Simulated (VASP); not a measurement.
# TiN (Fm-3m) in VASP: a series of runs

Runs on TiN. Level: LDA. Tasks: relaxation of cell and atoms.

Program: VASP 6.6.1. These are calculated values, not measurements. Logs are shortened: lines on timing, memory, paths and dates and some standing lists are left out, and cuts for length are marked.

### 1 The structure

Symmetry: Fm-3m, No. 225, cubic system. Conventional cell: a = 4.238 Å, b = 4.238 Å, c = 4.238 Å, α = 90.00°, β = 90.00°, γ = 90.00°. Ti (site symmetry m-3m) is surrounded by 6 N at 2.12 Å. N (site symmetry m-3m) has 6 Ti at 2.12 Å as nearest neighbours.

### 2 Relaxation of cell and atoms, LDA

INCAR

```
SYSTEM = TiN
PREC = Accurate
ENCUT = 520
EDIFF = 1E-7
ISMEAR = 0
SIGMA = 0.02
LREAL = .FALSE.
LASPH = .TRUE.
NELM = 80
ALGO = Normal
ISIF = 3
LWAVE = .FALSE.
LCHARG = .FALSE.
GGA = CA
IBRION = 2
NSW = 80
EDIFFG = -0.002
```

KPOINTS

```
Automatic mesh
0
G
  12 12 12
  0 0 0
```

POSCAR

```
TiN
1.0
    0.0000000000      2.1190000000      2.1190000000
    2.1190000000      0.0000000000      2.1190000000
    2.1190000000      2.1190000000      0.0000000000
Ti N
1 1
Direct
    0.0000000000      0.0000000000      0.0000000000
    0.5000000000      0.5000000000      0.5000000000
```

Potentials or basis: VASP PAW LDA potentials, release 64 (Ti_sv, N).

Run with:

```
> cat potpaw_LDA.64/Ti_sv/POTCAR potpaw_LDA.64/N/POTCAR > POTCAR
> mpirun -np 1 vasp_std > vasp.out
```

OUTCAR:

```text
SYSTEM = TiN
   PREC = Accurate
   ENCUT = 520
   EDIFF = 1E-7
   ISMEAR = 0
   LREAL = .FALSE.
   LASPH = .TRUE.
   NELM = 80
   ISIF = 3
   GGA = CA
   IBRION = 2
   NSW = 80
   EDIFFG = -0.002

 ion  position               nearest neighbor table
   1  0.000  0.000  0.000-   2 2.12   2 2.12   2 2.12   2 2.12   2 2.12   2 2.12
   2  0.500  0.500  0.500-   1 2.12   1 2.12   1 2.12   1 2.12   1 2.12   1 2.12

  LATTYP: Found a face centered cubic cell.
 ALAT       =     4.2380000000

  Lattice vectors:

 A1 = (   0.0000000000,   2.1190000000,   2.1190000000)
 A2 = (   2.1190000000,   0.0000000000,   2.1190000000)
 A3 = (   2.1190000000,   2.1190000000,   0.0000000000)

Analysis of symmetry for initial positions (statically):
=====================================================================
 Subroutine PRICEL returns:
 Original cell was already a primitive cell.

 Routine SETGRP: Setting up the symmetry group for a
 face centered cubic supercell.

 Subroutine GETGRP returns: Found 48 space group operations
 (whereof 48 operations were pure point group operations)
 out of a pool of 48 trial point group operations.

The static configuration has the point symmetry O_h .

Analysis of symmetry for dynamics (positions and initial velocities):
=====================================================================
 Subroutine PRICEL returns:
 Original cell was already a primitive cell.

 Routine SETGRP: Setting up the symmetry group for a
 face centered cubic supercell.

 Subroutine GETGRP returns: Found 48 space group operations
 (whereof 48 operations were pure point group operations)
 out of a pool of 48 trial point group operations.

The dynamic configuration has the point symmetry O_h .

 Subroutine INISYM returns: Found 48 space group operations
 (whereof 48 operations are pure point group operations),
 and found     1 'primitive' translations

----------------------------------------------------------------------------------------

                                     Primitive cell

  volume of cell :      19.0293

  direct lattice vectors                    reciprocal lattice vectors
     0.000000000  2.119000000  2.119000000    -0.235960359  0.235960359  0.235960359
     2.119000000  0.000000000  2.119000000     0.235960359 -0.235960359  0.235960359
     2.119000000  2.119000000  0.000000000     0.235960359  0.235960359 -0.235960359

  length of vectors
     2.996718539  2.996718539  2.996718539     0.408695330  0.408695330  0.408695330

  position of ions in fractional coordinates (direct lattice)
     0.000000000  0.000000000  0.000000000
     0.500000000  0.500000000  0.500000000

  ion indices of the primitive-cell ions
[... 101 lines left out ...]
   LHFCALC =     F    Hartree Fock is set to
   AEXX    =    0.0000 exact exchange contribution
   IVDW    =     0    specifies the selected vdW correction
   LEPSILON=     F    determine dielectric tensor
   LRPA    =     F    only Hartree local field effects (RPA)
 conjugate gradient relaxation of ions
 non-spin polarized calculation
 Gauss-broadening in eV      SIGMA  =   0.02
  energy-cutoff  :      520.00
  volume of cell :       19.03
 maximum number of plane-waves:       532
 NGX is ok and might be reduce to    24
   NGX = 11   NGY = 11   NGZ = 11

--------------------------------------- Ionic step        1  -------------------------------------------

 number of electron      17.0000002 magnetization

 Free energy of the ion-electron system (eV)
  ---------------------------------------------------
  ext. energy  EPLUGINS =         0.00000000
  ---------------------------------------------------
  free energy    TOTEN  =       -21.63983444 eV

  energy without entropy =      -21.63942033  energy(sigma->0) =      -21.63962739

------------------------ aborting loop because EDIFF is reached ----------------------------------------

  FORCE on cell =-STRESS in cart. coord.  units (eV):
  Direction    XX          YY          ZZ          XY          YZ          ZX
  --------------------------------------------------------------------------------------
  -------------------------------------------------------------------------------------
  Total       -1.5154080     -1.5154080     -1.5154080     -0.0000000     -0.0000000      0.0000000
  in kB     -127.5901953   -127.5901953   -127.5901953     -0.0000000     -0.0000000      0.0000000
  external PRESSURE =    -127.5901953 kB  Pullay stress =       0.0000000 kB
[... 95 lines left out ...]
--------------------------------------- Ionic step        4  -------------------------------------------

 number of electron      16.9999996 magnetization

 Free energy of the ion-electron system (eV)
  ---------------------------------------------------
  ext. energy  EPLUGINS =         0.00000000
  ---------------------------------------------------
  free energy    TOTEN  =       -21.67364986 eV

  energy without entropy =      -21.67323919  energy(sigma->0) =      -21.67344453

 E-fermi :  11.7521     XC(G=0): -13.6291

 val. band max:       11.7508672782   @ k =   0.5000   0.2500   0.0833
 cond. band min:      11.7976494994   @ k =   0.0833   0.0833   0.0000
 fundamental gap:      0.0467822212
 Fermi energy:        11.7520617948

 k-point     1 :       0.0000    0.0000    0.0000
  band No.  band energies     occupation
      1     -45.2630      2.00000
      2     -21.5810      2.00000
      3     -21.5810      2.00000
      4     -21.5810      2.00000
      5      -5.2923      2.00000
      6       9.7649      2.00000
      7       9.7649      2.00000
      8       9.7649      2.00000
      9      11.1314      2.00000
     10      11.1314      2.00000
     11      11.1314      2.00000
     12      12.4157      0.00000
[... 331 lines left out ...]
 k-point    24 :      -0.4167    0.1667    0.0000
  band No.  band energies     occupation
      1     -45.1239      2.00000
      2     -22.2878      2.00000
      3     -21.7860      2.00000
      4     -21.6750      2.00000
      5      -2.8117      2.00000
      6       4.0972      2.00000
      7       6.2026      2.00000
      8       6.3256      2.00000
      9      13.1730      0.00000
     10      13.5158      0.00000
     11      14.0830      0.00000
     12      16.6487      0.00000

 [... further k-points ...]

------------------------ aborting loop because EDIFF is reached ----------------------------------------

  FORCE on cell =-STRESS in cart. coord.  units (eV):
  Direction    XX          YY          ZZ          XY          YZ          ZX
  --------------------------------------------------------------------------------------
  -------------------------------------------------------------------------------------
  Total        0.0001932      0.0001932      0.0001932     -0.0000000      0.0000000     -0.0000000
  in kB        0.0169962      0.0169962      0.0169962     -0.0000000      0.0000000     -0.0000000
  external PRESSURE =       0.0169962 kB  Pullay stress =       0.0000000 kB
[... 17 lines left out ...]
  FREE ENERGIE OF THE ION-ELECTRON SYSTEM (eV)
  ---------------------------------------------------
  free  energy   TOTEN  =       -21.6736498585 eV

  energy  without entropy=      -21.6732391946  energy(sigma->0) =      -21.67344453

 reached required accuracy - stopping structural energy minimisation
```

OSZICAR:

```text
N       E                     dE             d eps       ncg     rms          rms(c)
DAV:   1     0.142748124640E+03    0.14275E+03   -0.90675E+03  1728   0.168E+03
DAV:   2    -0.135109797031E+02   -0.15626E+03   -0.14928E+03  1812   0.416E+02
DAV:   3    -0.261195300276E+02   -0.12609E+02   -0.12322E+02  2116   0.115E+02
[... 43 lines left out ...]
DAV:   3    -0.216736461285E+02    0.13336E-04   -0.82589E-05  2032   0.815E-02    0.104E-02
DAV:   4    -0.216736466140E+02   -0.48550E-06   -0.24108E-05  1948   0.574E-02    0.726E-03
DAV:   5    -0.216736480993E+02   -0.14853E-05   -0.25457E-06  2444   0.156E-02    0.497E-03
DAV:   6    -0.216736491328E+02   -0.10335E-05   -0.11367E-06  1912   0.838E-03    0.472E-03
DAV:   7    -0.216736498428E+02   -0.71005E-06   -0.15770E-06  2724   0.116E-02    0.399E-04
DAV:   8    -0.216736498585E+02   -0.15709E-07   -0.45276E-08   928   0.226E-03
   4 F= -.21673650E+02 E0= -.21673445E+02  d E =-.338154E-01
```

CONTCAR:

```text
TiN
   1.00000000000000
    -0.0000000000000000    2.0881626826696689    2.0881626826696689
     2.0881626826696689   -0.0000000000000000    2.0881626826696689
     2.0881626826696689    2.0881626826696689    0.0000000000000000
  Ti              N
     1     1
Direct
     0.0000000000000000    0.0000000000000000    0.0000000000000000
     0.5000000000000000    0.5000000000000000    0.5000000000000000

  0.00000000E+00  0.00000000E+00  0.00000000E+00
  0.00000000E+00  0.00000000E+00  0.00000000E+00
```

Run time: 55 s. Hardware: 1 thread of AMD EPYC 7R13 (Zen 3), shared host; peak memory 0.12 GiB.

What came out:

```yaml
Free_energy: -21.6736 eV
Relaxed_volume: 9.11 Å³/atom
Relaxed_cell: a = 2.953 Å, b = 2.953 Å, c = 2.953 Å, α = 60.00°, β = 60.00°, γ = 60.00°
Space_group_after_relaxing_to_0.05_Å: Fm-3m (No. 225)
Energy_gained_by_relaxing: 16.9 meV/atom
Ionic_steps: 4
Pressure_after_relaxing: 0.0 GPa
Band_gap_on_the_k_mesh: none (metal or under the smearing width)
```

Step by step:
| step | energy change (eV) | largest force (eV/Å) | pressure (GPa) | volume (Å³) |
| --- | --- | --- | --- | --- |
| 1 | 0.0000 | 0.0000 | -12.76 | 19.03 |
| 2 | 0.0533 | 0.0000 | 24.80 | 17.02 |
| 3 | -0.0338 | 0.0000 | -0.25 | 18.23 |
| 4 | -0.0338 | 0.0000 | 0.00 | 18.21 |

Final structure:
```
Ti N
1.0
     0.00000    2.08816    2.08816
     2.08816    0.00000    2.08816
     2.08816    2.08816    0.00000
Ti N
1 1
Cartesian
  0.0000 0.0000 0.0000
  2.0882 2.0882 2.0882
```

Levels at points of the mesh, in eV from the Fermi level:
```
           k point  band 6  band 7  band 8  band 9  band 10  band 11  band 12
(0.00, 0.00, 0.00)   -1.99   -1.99   -1.99   -0.62    -0.62    -0.62     0.66
(0.50, 0.00, 0.00)   -8.28   -5.65   -5.65    1.88     1.88     2.61     6.19
(0.50, 0.50, 0.00)   -5.80   -3.24   -3.18   -3.18     1.81     2.64     2.64
```

LDA usually gives volumes a few per cent too small. Zero-point motion and thermal expansion aren't in these numbers.

### 3 Relaxation of cell and atoms, LDA

This run uses another cell than the first one, of 9.11 Å³/atom, 0.957 times its volume.

INCAR is that of step 2.

KPOINTS is that of step 2.

POSCAR

```
TiN                                     
1.0
   -0.0000000000      2.0881626827      2.0881626827
    2.0881626827     -0.0000000000      2.0881626827
    2.0881626827      2.0881626827      0.0000000000
  Ti              N             
     1     1
Direct
     0.0000000000000000    0.0000000000000000    0.0000000000000000
     0.5000000000000000    0.5000000000000000    0.5000000000000000
```

Potentials or basis: VASP PAW LDA potentials, release 64 (Ti_sv, N).

Run with:

```
> cat potpaw_LDA.64/Ti_sv/POTCAR potpaw_LDA.64/N/POTCAR > POTCAR
> mpirun -np 1 vasp_std > vasp.out
```

OUTCAR:

```text
SYSTEM = TiN
   PREC = Accurate
   ENCUT = 520
   EDIFF = 1E-7
   ISMEAR = 0
   LREAL = .FALSE.
   LASPH = .TRUE.
   NELM = 80
   ISIF = 3
   GGA = CA
   IBRION = 2
   NSW = 80
   EDIFFG = -0.002

 ion  position               nearest neighbor table
   1  0.000  0.000  0.000-   2 2.09   2 2.09   2 2.09   2 2.09   2 2.09   2 2.09
   2  0.500  0.500  0.500-   1 2.09   1 2.09   1 2.09   1 2.09   1 2.09   1 2.09

  LATTYP: Found a face centered cubic cell.
 ALAT       =     4.1763253654

  Lattice vectors:

 A1 = (   0.0000000000,   2.0881626827,   2.0881626827)
 A2 = (   2.0881626827,   0.0000000000,   2.0881626827)
 A3 = (   2.0881626827,   2.0881626827,   0.0000000000)

Analysis of symmetry for initial positions (statically):
=====================================================================
 Subroutine PRICEL returns:
 Original cell was already a primitive cell.

 Routine SETGRP: Setting up the symmetry group for a
 face centered cubic supercell.

 Subroutine GETGRP returns: Found 48 space group operations
 (whereof 48 operations were pure point group operations)
[... 179 lines left out ...]
      4     -21.5810      2.00000
      5      -5.2924      2.00000
      6       9.7648      2.00000
      7       9.7648      2.00000
      8       9.7648      2.00000
      9      11.1314      2.00000
     10      11.1314      2.00000
     11      11.1314      2.00000
     12      12.4157      0.00000
[... 331 lines left out ...]
 k-point    24 :      -0.4167    0.1667    0.0000
  band No.  band energies     occupation
      1     -45.1239      2.00000
      2     -22.2877      2.00000
      3     -21.7859      2.00000
      4     -21.6750      2.00000
      5      -2.8115      2.00000
      6       4.0971      2.00000
      7       6.2025      2.00000
      8       6.3255      2.00000
      9      13.1731      0.00000
     10      13.5158      0.00000
     11      14.0830      0.00000
     12      16.6488      0.00000

 [... further k-points ...]

------------------------ aborting loop because EDIFF is reached ----------------------------------------

  FORCE on cell =-STRESS in cart. coord.  units (eV):
  Direction    XX          YY          ZZ          XY          YZ          ZX
  --------------------------------------------------------------------------------------
  -------------------------------------------------------------------------------------
  Total       -0.0025905     -0.0025905     -0.0025905      0.0000000      0.0000000     -0.0000000
  in kB       -0.2279119     -0.2279119     -0.2279119      0.0000000      0.0000000     -0.0000000
  external PRESSURE =      -0.2279119 kB  Pullay stress =       0.0000000 kB

 VOLUME and BASIS-vectors are now :
 -----------------------------------------------------------------------------
  energy-cutoff  :      520.00
  volume of cell :       18.21
      direct lattice vectors                 reciprocal lattice vectors
     0.000000000  2.088162683  2.088162683    -0.239444946  0.239444946  0.239444946
     2.088162683  0.000000000  2.088162683     0.239444946 -0.239444946  0.239444946
     2.088162683  2.088162683  0.000000000     0.239444946  0.239444946 -0.239444946

 POSITION                                       TOTAL-FORCE (eV/Angst)
 -----------------------------------------------------------------------------------
      0.00000      0.00000      0.00000        -0.000000     -0.000000      0.000000
      2.08816      2.08816      2.08816         0.000000      0.000000     -0.000000
 -----------------------------------------------------------------------------------
    total drift:                                0.000000     -0.000000     -0.000000

  FREE ENERGIE OF THE ION-ELECTRON SYSTEM (eV)
  ---------------------------------------------------
  free  energy   TOTEN  =       -21.6729494937 eV

  energy  without entropy=      -21.6725388108  energy(sigma->0) =      -21.67274415

 reached required accuracy - stopping structural energy minimisation
```

CONTCAR:

```text
TiN
   1.00000000000000
     0.0000000000000000    2.0881626827000002    2.0881626827000002
     2.0881626827000002    0.0000000000000000    2.0881626827000002
     2.0881626827000002    2.0881626827000002    0.0000000000000000
  Ti              N
     1     1
Direct
     0.0000000000000000    0.0000000000000000    0.0000000000000000
     0.5000000000000000    0.5000000000000000    0.5000000000000000

  0.00000000E+00  0.00000000E+00  0.00000000E+00
  0.00000000E+00  0.00000000E+00  0.00000000E+00
```

Wall time 21 s (1 thread of AMD EPYC 7R13 (Zen 3), shared host); peak memory 0.11 GiB.

What came out:

| Item | Value |
| --- | --- |
| Free energy | -21.6729 eV |
| Pressure after relaxing | 0.0 GPa |
| Band gap on the k mesh | none (metal or under the smearing width) |

Final structure:
```yaml
crystal:
  lattice:
    - [0.00000, 2.08816, 2.08816]
    - [2.08816, 0.00000, 2.08816]
    - [2.08816, 2.08816, 0.00000]
  atoms:
    - { symbol: Ti, position: [0.00000, 0.00000, 0.00000] }
    - { symbol: N, position: [0.50000, 0.50000, 0.50000] }
```

Caveat: the relaxation stopped at its first step, so nothing moved.
